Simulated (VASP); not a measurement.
Here is a VASP 6.6.1 calculation.

Contents of INCAR:

```
SYSTEM = Ti
PREC = Accurate
ENCUT = 520
EDIFF = 1E-7
ISMEAR = 0
SIGMA = 0.1
LREAL = .FALSE.
LASPH = .TRUE.
NELM = 100
ALGO = Normal
ISIF = 2
LWAVE = .FALSE.
LCHARG = .FALSE.
GGA = PS
NBANDS = 12
```

The input KPOINTS:

```
regular mesh
0
G
  18 18 18
  0 0 0
```

File POSCAR:

```
Ti
1.0
   -1.6051160624      1.6051160624      1.6051160624
    1.6051160624     -1.6051160624      1.6051160624
    1.6051160624      1.6051160624     -1.6051160624
Ti
1
Direct
    0.0000000000      0.0000000000      0.0000000000
```

Potentials or basis: VASP PAW PBE potentials, release 64 (Ti_sv).

Launch:

```sh
$ cat potpaw_PBE.64/Ti_sv/POTCAR > POTCAR
$ mpirun -np 1 vasp_std > vasp.out
```

Problem. Predict the pressure.

Solution. -0.3 GPa.

Problem. Estimate the band gap on the k mesh.

Solution. None (metal or under the smearing width).

Caveat: the PAW data sets were made with another functional, which shifts forces and pressure a little.
